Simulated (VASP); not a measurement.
# InAs (F-43m) in VASP: settings compared

InAs is run at these levels: revPBE+D3(BJ), LDA, PBE, revPBE+D4; tasks: single point.

Program: VASP 6.6.1. These are calculated values, not measurements. Logs are shortened: lines on timing, memory, paths and dates and some standing lists are left out, and cuts for length are marked.

**The experiment to reproduce.**

From a printed reference work, data compilation, for a bulk crystal of InAs at 4.2 K: band gap 0.418 eV (direct).

How close the calculation comes is told below.

### Step 1. The cell of the first run

The structure is cubic, space group F-43m (No. 216). Conventional cell: a = 6.090 Å, b = 6.090 Å, c = 6.090 Å, α = 90.00°, β = 90.00°, γ = 90.00°. Within 3.5 Å of In (site symmetry -43m) lie 4 As at 2.64 Å. As (site symmetry -43m) has 4 In at 2.64 Å within 3.5 Å.

### Step 2. Single point, revPBE+D3(BJ)

INCAR reads:

```
  ALGO = Normal
  EDIFF = 1E-6
  ENCUT = 520
  GGA = RE
  ISIF = 2
  ISMEAR = -1
  IVDW = 12
  LASPH = T
  LCHARG = F
  LREAL = F
  LWAVE = F
  NBANDS = 16
  NELM = 60
  PREC = Accurate
  SIGMA = 0.05
```

KPOINTS reads:

```
k-points
0
Gamma
  8 8 8
```

POSCAR reads:

```
InAs
1.0
    0.0000000000      3.0447850838      3.0447850838
    3.0447850838      0.0000000000      3.0447850838
    3.0447850838      3.0447850838      0.0000000000
In As
1 1
Direct
    0.0000000000      0.0000000000      0.0000000000
    0.7500000000      0.7500000000      0.7500000000
```

Potentials or basis: VASP PAW PBE potentials, release 64 (In_d, As).

Started as:

```console
> cat potpaw_PBE.64/In_d/POTCAR potpaw_PBE.64/As/POTCAR > POTCAR
> mpirun -np 1 vasp_std > vasp.out
```

OUTCAR:

```text
EDIFF = 1E-6
   ENCUT = 520
   GGA = RE
   ISIF = 2
   ISMEAR = -1
   IVDW = 12
   LASPH = T
   LREAL = F
   NELM = 60
   PREC = Accurate
 IVDW          = 12

 ion  position               nearest neighbor table
   1  0.000  0.000  0.000-   2 2.64   2 2.64   2 2.64   2 2.64
   2  0.750  0.750  0.750-   1 2.64   1 2.64   1 2.64   1 2.64

  LATTYP: Found a face centered cubic cell.
 ALAT       =     6.0895701676

  Lattice vectors:

 A1 = (   0.0000000000,   3.0447850838,   3.0447850838)
 A2 = (   3.0447850838,   0.0000000000,   3.0447850838)
 A3 = (   3.0447850838,   3.0447850838,   0.0000000000)

Analysis of symmetry for initial positions (statically):
=====================================================================
 Subroutine PRICEL returns:
 Original cell was already a primitive cell.

 Routine SETGRP: Setting up the symmetry group for a
 face centered cubic supercell.

 Subroutine GETGRP returns: Found 24 space group operations
 (whereof 24 operations were pure point group operations)
 out of a pool of 48 trial point group operations.

The static configuration has the point symmetry T_d .

Analysis of symmetry for dynamics (positions and initial velocities):
=====================================================================
 Subroutine PRICEL returns:
 Original cell was already a primitive cell.

 Routine SETGRP: Setting up the symmetry group for a
 face centered cubic supercell.

 Subroutine GETGRP returns: Found 24 space group operations
 (whereof 24 operations were pure point group operations)
 out of a pool of 48 trial point group operations.

The dynamic configuration has the point symmetry T_d .

 Subroutine INISYM returns: Found 24 space group operations
 (whereof 24 operations are pure point group operations),
 and found     1 'primitive' translations

----------------------------------------------------------------------------------------

                                     Primitive cell

  volume of cell :      56.4547

  direct lattice vectors                    reciprocal lattice vectors
     0.000000000  3.044785084  3.044785084    -0.164215203  0.164215203  0.164215203
     3.044785084  0.000000000  3.044785084     0.164215203 -0.164215203  0.164215203
     3.044785084  3.044785084  0.000000000     0.164215203  0.164215203 -0.164215203

  length of vectors
     4.305976360  4.305976360  4.305976360     0.284429075  0.284429075  0.284429075

  position of ions in fractional coordinates (direct lattice)
     0.000000000  0.000000000  0.000000000
     0.750000000  0.750000000  0.750000000

  ion indices of the primitive-cell ions
   primitive index   ion index
                 1           1
                 2           2

----------------------------------------------------------------------------------------

 KPOINTS: k-points

Automatic generation of k-mesh.
 Grid dimensions read from file:
 generate k-points for:    8    8    8

 Generating k-lattice:

  Cartesian coordinates                     Fractional coordinates (reciprocal lattice)
    -0.020526900  0.020526900  0.020526900     0.125000000  0.000000000  0.000000000
     0.020526900 -0.020526900  0.020526900     0.000000000  0.125000000  0.000000000
     0.020526900  0.020526900 -0.020526900     0.000000000  0.000000000  0.125000000

  Length of vectors
     0.035553634  0.035553634  0.035553634

  Shift w.r.t. Gamma in fractional coordinates (k-lattice)
     0.000000000  0.000000000  0.000000000

 Subroutine IBZKPT returns following result:
 ===========================================

 Found     29 irreducible k-points:

 Following reciprocal coordinates:
            Coordinates               Weight
  0.000000  0.000000  0.000000      1.000000
  0.125000  0.000000  0.000000      8.000000
  0.250000  0.000000  0.000000      8.000000
  0.375000  0.000000  0.000000      8.000000
  0.500000  0.000000  0.000000      4.000000
  0.125000  0.125000  0.000000      6.000000
[... 16 lines left out ...]
  0.500000  0.250000  0.125000     48.000000
 -0.375000  0.250000  0.125000     24.000000
 [... further k-points ...]
   k-points           NKPTS =     29   k-points in BZ     NKDIM =     29   number of bands    NBANDS=     16
   number of dos      NEDOS =    301   number of ions     NIONS =      2
   total plane-waves  NPLWV =  32768
   dimension x,y,z NGX =    32 NGY =   32 NGZ =   32
   dimension x,y,z NGXF=    64 NGYF=   64 NGZF=   64
   ions per type =               1   1
   NGX,Y,Z   is equivalent  to a cutoff of  12.35, 12.35, 12.35 a.u.
   NGXF,Y,Z  is equivalent  to a cutoff of  24.71, 24.71, 24.71 a.u.
 SYSTEM =  unknown system
   PREC   = accura    normal or accurate (medium, high low for compatibility)
   ISTART =      0    job   : 0-new  1-cont  2-samecut
   ICHARG =      2    charge: 1-file 2-atom 10-const
   ISPIN  =      1    spin polarized calculation?
   LNONCOLLINEAR =      F non collinear calculations
   LSORBIT =      F    spin-orbit coupling
   LASPH  =      T    aspherical Exc in radial PAW
   ENCUT  =  520.0 eV  38.22 Ry    6.18 a.u.   8.01  8.01  8.01*2*pi/ulx,y,z
   NELM   =     60;   NELMIN=  2; NELMDL= -5     # of ELM steps
   EDIFF  = 0.1E-05   stopping-criterion for ELM
   LREAL  =      F    real-space projection
   EDIFFG = 0.1E-04   stopping-criterion for IOM
   NSW    =      0    number of steps for IOM
   IBRION =     -1    ionic relax: 0-MD 1-quasi-New 2-CG
   NFREE  =      0    steps in history (QN), initial steepest desc. (CG)
   ISIF   =      2    stress and relaxation
   ISYM   =      2    0-nonsym 1-usesym 2-fastsym
   POTIM  = 0.5000    time-step for ionic-motion
   TEBEG  =    0.0;   TEEND  =   0.0 temperature during run
   PSTRESS=    0.0 pullay stress
   NELECT =      18.0000    total number of electrons
   NUPDOWN=      -1.0000    fix difference up-down
   EMIN   =  10.00;   EMAX   =-10.00  energy-range for DOS
   EFERMI =   0.00;   METHOD = LEGACY
   ISMEAR =    -1;   SIGMA  =   0.05  broadening in eV -4-tet -1-fermi 0-gaus
   EFERMI_NEDOS =   21; number of points for ismear=-14 and -15
   IALGO  =     38    algorithm
   IMIX   =      4    mixing-type and parameters
     AMIX     =   0.40;   BMIX     =  1.00
     AMIX_MAG =   1.60;   BMIX_MAG =  1.00
  volume/ion in A,a.u.               =      28.23       190.49
  Fermi-wavevector in a.u.,A,eV,Ry     =   1.118405  2.113479 17.018566  1.250829
  Thomas-Fermi vector in A             =   2.255036
   LORBIT       =      0    0 simple, 1 ext, 2 COOP (PROOUT), +10 PAW based schemes
   GGA     = RE    functional components
   LHFCALC =     F    Hartree Fock is set to
   AEXX    =    0.0000 exact exchange contribution
   IVDW    =    12    specifies the selected vdW correction
   LEPSILON=     F    determine dielectric tensor
   LRPA    =     F    only Hartree local field effects (RPA)
 non-spin polarized calculation
  energy-cutoff  :      520.00
  volume of cell :       56.45
 maximum number of plane-waves:      1540
   NGX = 17   NGY = 17   NGZ = 17

 number of electron      17.9999992 magnetization

 Free energy of the ion-electron system (eV)
  ---------------------------------------------------
  ext. energy  EPLUGINS =         0.00000000
  ---------------------------------------------------
  free energy    TOTEN  =        -7.09739003 eV

  energy without entropy =       -7.09682548  energy(sigma->0) =       -7.09710775

 E-fermi :   4.4285     XC(G=0):  -8.8752

 val. band max:        4.3785293249   @ k =   0.0000   0.0000   0.0000
 cond. band min:       5.3621762773   @ k =   0.5000   0.0000   0.0000
 fundamental gap:      0.9836469524
 Fermi energy:         4.4285242745

 k-point     1 :       0.0000    0.0000    0.0000
  band No.  band energies     occupation
      1      -9.9899      2.00000
      2      -9.9899      2.00000
      3      -9.9899      2.00000
      4      -9.8740      2.00000
      5      -9.8740      2.00000
      6      -7.3178      2.00000
[... 8 lines left out ...]
     15      13.9947      0.00000
     16      13.9947      0.00000

 k-point     2 :       0.1250    0.0000    0.0000
  band No.  band energies     occupation
      1     -10.0077      2.00000
      2      -9.9845      2.00000
      3      -9.9845      2.00000
      4      -9.8741      2.00000
      5      -9.8741      2.00000
      6      -7.1631      2.00000
[... 8 lines left out ...]
     15      13.1791      0.00000
     16      13.1791      0.00000

 k-point     3 :       0.2500    0.0000    0.0000
  band No.  band energies     occupation
      1     -10.0481      2.00000
      2      -9.9729      2.00000
      3      -9.9729      2.00000
      4      -9.8728      2.00000
      5      -9.8728      2.00000
      6      -6.7396      2.00000
[... 8 lines left out ...]
     15      12.9420      0.00000
     16      12.9420      0.00000

 k-point     4 :       0.3750    0.0000    0.0000
  band No.  band energies     occupation
      1     -10.0856      2.00000
      2      -9.9637      2.00000
      3      -9.9637      2.00000
      4      -9.8689      2.00000
      5      -9.8689      2.00000
      6      -6.2015      2.00000
[... 8 lines left out ...]
     15      13.8597      0.00000
     16      13.8597      0.00000

 k-point     5 :       0.5000    0.0000    0.0000
  band No.  band energies     occupation
      1     -10.1005      2.00000
      2      -9.9608      2.00000
      3      -9.9608      2.00000
      4      -9.8664      2.00000
      5      -9.8664      2.00000
      6      -5.9175      2.00000
[... 8 lines left out ...]
     15      15.0816      0.00000
     16      15.0816      0.00000

 k-point     6 :       0.1250    0.1250    0.0000
  band No.  band energies     occupation
      1     -10.0191      2.00000
      2      -9.9793      2.00000
      3      -9.9793      2.00000
      4      -9.8781      2.00000
      5      -9.8709      2.00000
      6      -7.1118      2.00000
[... 8 lines left out ...]
     15      13.1494      0.00000
     16      14.1615      0.00000

 k-point     7 :       0.2500    0.1250    0.0000
  band No.  band energies     occupation
      1     -10.0519      2.00000
      2      -9.9694      2.00000
      3      -9.9671      2.00000
      4      -9.8811      2.00000
      5      -9.8680      2.00000
      6      -6.7773      2.00000
[... 8 lines left out ...]
     15      13.9249      0.00000
     16      14.0199      0.00000

 k-point     8 :       0.3750    0.1250    0.0000
  band No.  band energies     occupation
      1     -10.0861      2.00000
      2      -9.9613      2.00000
      3      -9.9568      2.00000
      4      -9.8792      2.00000
      5      -9.8650      2.00000
      6      -6.2650      2.00000
[... 8 lines left out ...]
     15      13.8743      0.00000
     16      14.5110      0.00000

 k-point     9 :       0.5000    0.1250    0.0000
  band No.  band energies     occupation
      1     -10.1051      2.00000
      2      -9.9576      2.00000
      3      -9.9534      2.00000
      4      -9.8730      2.00000
      5      -9.8652      2.00000
      6      -5.8585      2.00000
[... 8 lines left out ...]
     15      14.5696      0.00000
     16      15.1367      0.00000
[... 172 lines left out ...]
 k-point    19 :       0.5000    0.3750    0.0000
  band No.  band energies     occupation
      1     -10.1456      2.00000
      2      -9.9250      2.00000
      3      -9.9206      2.00000
      4      -9.9018      2.00000
      5      -9.8560      2.00000
      6      -5.4965      2.00000
[... 8 lines left out ...]
     15      15.6493      0.00000
     16      16.2207      0.00000

 k-point    20 :      -0.3750    0.3750    0.0000
  band No.  band energies     occupation
      1     -10.1366      2.00000
      2      -9.9359      2.00000
      3      -9.9254      2.00000
      4      -9.8921      2.00000
      5      -9.8622      2.00000
      6      -5.4165      2.00000
[... 8 lines left out ...]
     15      14.3148      0.00000
     16      17.1188      0.00000

 k-point    21 :       0.5000    0.5000    0.0000
  band No.  band energies     occupation
      1     -10.1561      2.00000
      2      -9.9148      2.00000
      3      -9.9148      2.00000
      4      -9.9085      2.00000
      5      -9.8529      2.00000
      6      -5.3982      2.00000
[... 8 lines left out ...]
     15      15.7933      0.00000
     16      16.5294      0.00000

 k-point    22 :       0.3750    0.2500    0.1250
  band No.  band energies     occupation
      1     -10.0826      2.00000
      2      -9.9587      2.00000
      3      -9.9544      2.00000
      4      -9.8845      2.00000
      5      -9.8650      2.00000
      6      -6.3928      2.00000
[... 8 lines left out ...]
     15      14.4843      0.00000
     16      15.1811      0.00000

 k-point    23 :       0.5000    0.2500    0.1250
  band No.  band energies     occupation
      1     -10.1069      2.00000
      2      -9.9536      2.00000
      3      -9.9441      2.00000
      4      -9.8821      2.00000
      5      -9.8651      2.00000
      6      -5.9112      2.00000
[... 8 lines left out ...]
     15      14.6703      0.00000
     16      15.5094      0.00000

 k-point    24 :      -0.3750    0.2500    0.1250
  band No.  band energies     occupation
      1     -10.1160      2.00000
      2      -9.9527      2.00000
      3      -9.9404      2.00000
      4      -9.8783      2.00000
      5      -9.8669      2.00000
      6      -5.6630      2.00000
[... 8 lines left out ...]
     15      14.8118      0.00000
     16      15.4802      0.00000

 [... further k-points ...]

------------------------ aborting loop because EDIFF is reached ----------------------------------------

 Edisp (eV)   -1.18291

 E8    (eV) :    -0.8487

  FORCE on cell =-STRESS in cart. coord.  units (eV):
  Direction    XX          YY          ZZ          XY          YZ          ZX
  --------------------------------------------------------------------------------------
  -------------------------------------------------------------------------------------
  Total       0.01433     0.01433     0.01433    -0.00000     0.00000    -0.00000
  in kB       0.40674     0.40674     0.40674    -0.00000     0.00000    -0.00000
  external pressure =        0.41 kB  Pullay stress =        0.00 kB

 VOLUME and BASIS-vectors are now :
 -----------------------------------------------------------------------------
  energy-cutoff  :      520.00
  volume of cell :       56.45
      direct lattice vectors                 reciprocal lattice vectors
     0.000000000  3.044785084  3.044785084    -0.164215203  0.164215203  0.164215203
     3.044785084  0.000000000  3.044785084     0.164215203 -0.164215203  0.164215203
     3.044785084  3.044785084  0.000000000     0.164215203  0.164215203 -0.164215203

 POSITION                                       TOTAL-FORCE (eV/Angst)
 -----------------------------------------------------------------------------------
      0.00000      0.00000      0.00000        -0.000000      0.000000      0.000000
      4.56718      4.56718      4.56718         0.000000     -0.000000     -0.000000
 -----------------------------------------------------------------------------------
    total drift:                                0.000000      0.000000      0.000000

  FREE ENERGIE OF THE ION-ELECTRON SYSTEM (eV)
  ---------------------------------------------------
  free  energy   TOTEN  =        -8.2802957600 eV

  energy  without entropy=       -8.2797312179  energy(sigma->0) =       -8.28001349
```

Wall time 17 s (1 thread of Intel Xeon 6975P-C, shared host); peak memory 0.19 GiB.

What came out:

| Item | Value |
| --- | --- |
| Free energy | -8.2803 eV |
| Pressure | 0.0 GPa |
| Band gap on the k mesh | zero (filled and empty bands touch) |
| Dispersion energy per atom | -0.591 eV |

Caveat: the PAW data sets were made with another functional, which shifts forces and pressure a little; spin-orbit coupling is left out, which moves the levels of the heavy elements; pairwise dispersion overbinds metals, which lowers pressure and volume.

### Step 3. Single point, LDA

This run uses another cell than the first one, of 28.59 Å³/atom, 1.013 times its volume.

INCAR reads:

```
SYSTEM = InAs
  ALGO = Normal
  EDIFF = 1E-6
  ENCUT = 520
  GGA = CA
  ISIF = 2
  ISMEAR = -1
  LASPH = .True.
  LCHARG = .False.
  LREAL = .False.
  LWAVE = .False.
  NBANDS = 16
  NELM = 100
  PREC = Accurate
  SIGMA = 0.05
```

KPOINTS reads:

```
k-points
0
Gamma
  8 8 8
  0 0 0
```

POSCAR reads:

```
InAs
1.0
    0.0000000000      3.0577150807      3.0577150807
    3.0577150807      0.0000000000      3.0577150807
    3.0577150807      3.0577150807      0.0000000000
In As
1 1
Direct
    0.0000000000      0.0000000000      0.0000000000
    0.7500000000      0.7500000000      0.7500000000
```

Potentials or basis: VASP PAW LDA potentials, release 64 (In_d, As).

Started as:

```console
> cat potpaw_LDA.64/In_d/POTCAR potpaw_LDA.64/As/POTCAR > POTCAR
> mpirun -np 1 vasp_std > vasp.out
```

Run time: 16 s. Hardware: 1 thread of Intel Xeon 6975P-C, shared host; peak memory 0.17 GiB.

It converged, with:

* Free energy: -9.0096 eV
* Pressure: -2.3 GPa
* Band gap on the k mesh: zero (filled and empty bands touch)

Levels at points of the mesh, in eV from the Fermi level:
```csv
k point,band 6,band 7,band 8,band 9,band 10,band 11,band 12,band 13
"(0.00, 0.00, 0.00)",-11.75,-0.62,-0.05,-0.05,-0.05,3.76,3.76,3.76
"(0.50, 0.00, 0.00)",-10.37,-5.72,-1.00,-1.00,0.69,4.53,4.53,6.59
"(0.50, 0.50, 0.00)",-9.87,-5.82,-2.28,-2.28,1.42,1.90,8.74,8.85
```

Caveat: spin-orbit coupling is left out, which moves the levels of the heavy elements.

### Step 4. Single point, PBE

This run uses another cell than the first one, of 27.49 Å³/atom, 0.974 times its volume.

INCAR reads:

```
SYSTEM = InAs
  ALGO = Normal
  EDIFF = 1E-7
  ENCUT = 520
  GGA = PE
  ISIF = 2
  ISMEAR = -1
  LASPH = .True.
  LCHARG = .False.
  LREAL = .False.
  LWAVE = .False.
  NBANDS = 16
  NELM = 80
  PREC = Accurate
  SIGMA = 0.02
```

KPOINTS reads:

```
k-points
0
Gamma
  3 3 3
  0 0 0
```

POSCAR reads:

```
InAs
1.0
    0.0000000000      3.0180000000      3.0180000000
    3.0180000000      0.0000000000      3.0180000000
    3.0180000000      3.0180000000      0.0000000000
In As
1 1
Direct
    0.0000000000      0.0000000000      0.0000000000
    0.7500000000      0.7500000000      0.7500000000
```

Potentials or basis: VASP PAW PBE potentials, release 64 (In_d, As).

Started as:

```console
> cat potpaw_PBE.64/In_d/POTCAR potpaw_PBE.64/As/POTCAR > POTCAR
> mpirun -np 1 vasp_std > vasp.out
```

Wall time 4.5 s (1 thread of Intel Xeon 6975P-C, shared host); peak memory 0.17 GiB.

Results (log left out):

```
Free energy            : -7.2021 eV
Pressure               : 6.2 GPa
Band gap on the k mesh : zero (filled and empty bands touch)
```

Levels at points of the mesh, in eV from the Fermi level:
```csv
k point,band 5,band 6,band 7,band 8,band 9,band 10,band 11,band 12,band 13,band 14
"(0.00, 0.00, 0.00)",-14.38,-11.91,-0.21,-0.01,-0.01,-0.01,3.82,3.82,3.82,7.50
```

Caveat: the k points lie up to 0.60 Å⁻¹ apart; spin-orbit coupling is left out, which moves the levels of the heavy elements.

### Step 5. Single point, LDA

This run uses another cell than the first one, of 27.49 Å³/atom, 0.974 times its volume.

INCAR reads:

```
PREC = Accurate
ENCUT = 520
EDIFF = 1E-6
ISMEAR = -1
SIGMA = 0.05
LREAL = False
LASPH = True
NELM = 60
ALGO = Normal
ISIF = 2
LWAVE = False
LCHARG = False
NBANDS = 16
```

KPOINTS reads:

```
Automatic mesh
0
Gamma
  8 8 8
```

POSCAR is that of step 4.

Potentials or basis: VASP PAW LDA potentials, release 64 (In_d, As).

Started as:

```console
> cat potpaw_LDA.64/In_d/POTCAR potpaw_LDA.64/As/POTCAR > POTCAR
> mpirun -np 1 vasp_std > vasp.out
```

Wall time 9.8 s (1 thread of Intel Xeon 6975P-C, shared host); peak memory 0.16 GiB.

It converged, with:

| Property | Result |
| --- | --- |
| Free energy | -9.0261 eV |
| Pressure | -0.1 GPa |
| Band gap on the k mesh | zero (filled and empty bands touch) |

Levels at points of the mesh, in eV from the Fermi level:
| k point | band 7 | band 8 | band 9 | band 10 | band 11 | band 12 |
| --- | --- | --- | --- | --- | --- | --- |
| (0.00, 0.00, 0.00) | -0.41 | -0.05 | -0.05 | -0.05 | 3.78 | 3.78 |
| (0.50, 0.00, 0.00) | -5.91 | -1.06 | -1.06 | 0.77 | 4.56 | 4.56 |
| (0.50, 0.50, 0.00) | -5.99 | -2.41 | -2.41 | 1.36 | 1.91 | 8.99 |

Caveat: spin-orbit coupling is left out, which moves the levels of the heavy elements.

[end of part 1 of 2]
